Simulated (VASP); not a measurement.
Input of a VASP 6.6.1 run:

Contents of INCAR:

```
PREC = Accurate
ENCUT = 520
EDIFF = 1E-7
ISMEAR = 0
SIGMA = 0.02
LREAL = F
LASPH = T
NELM = 60
ALGO = Normal
ISIF = 2
LWAVE = F
LCHARG = F
GGA = PE
NBANDS = 14
```

The input KPOINTS:

```
regular mesh
0
Gamma
  12 12 12
```

POSCAR

```
CaO                                     
1.0
    0.0000000000      2.3406177188      2.3406177188
    2.3406177188      0.0000000000      2.3406177188
    2.3406177188      2.3406177188      0.0000000000
  Ca              O             
     1     1
Direct
     0.0000000000000000    0.0000000000000000    0.0000000000000000
     0.5000000000000000    0.5000000000000000    0.5000000000000000
```

Potentials or basis: VASP PAW PBE potentials, release 64 (Ca_pv, O).

The run is started by

```bash
$ cat potpaw_PBE.64/Ca_pv/POTCAR potpaw_PBE.64/O/POTCAR > POTCAR
$ mpirun -np 1 vasp_std > vasp.out
```

(1) What does it give for the pressure?

(2) Estimate the band gap on the k mesh.

Answers

(1) 12.2 GPa.

(2) 3.60 eV, indirect (least direct gap 3.96 eV).
